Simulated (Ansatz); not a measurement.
**MnO: equation of state with LDA**

MnO:

```
CELL_PARAMETERS angstrom
0.00000 2.22391 2.22391
2.22391 0.00000 2.22391
2.22391 2.22391 0.00000
ATOMIC_POSITIONS crystal
Mn 0.00000 0.00000 0.00000
O 0.50000 0.50000 0.50000
```

The cell is a database's computed one.

* Program: Ansatz 0.2.0
* Task: equation of state
* Functional: LDA
* Potentials or basis: all-electron LAPW, scalar-relativistic
* Basis error allowed: 0.001 eV/atom
* k mesh: 10 × 10 × 10
* Occupations: fermi-dirac, width 0.05 eV
* Spin: collinear spin, ferromagnetic start
* Starting moments: [4.0, 0.0] μB

* Equilibrium volume: outside the volumes run

Energy against volume, from the lowest point:
```
volume (Å³/atom)  energy (meV/atom)
          10.339               0.00
          10.559              18.05
          10.779              38.00
          10.999              59.83
          11.219              83.38
          11.439             108.23
          11.659             134.41
```

All runs of the series together: 57 s on 2 threads of Arm Neoverse V2, on a shared host.
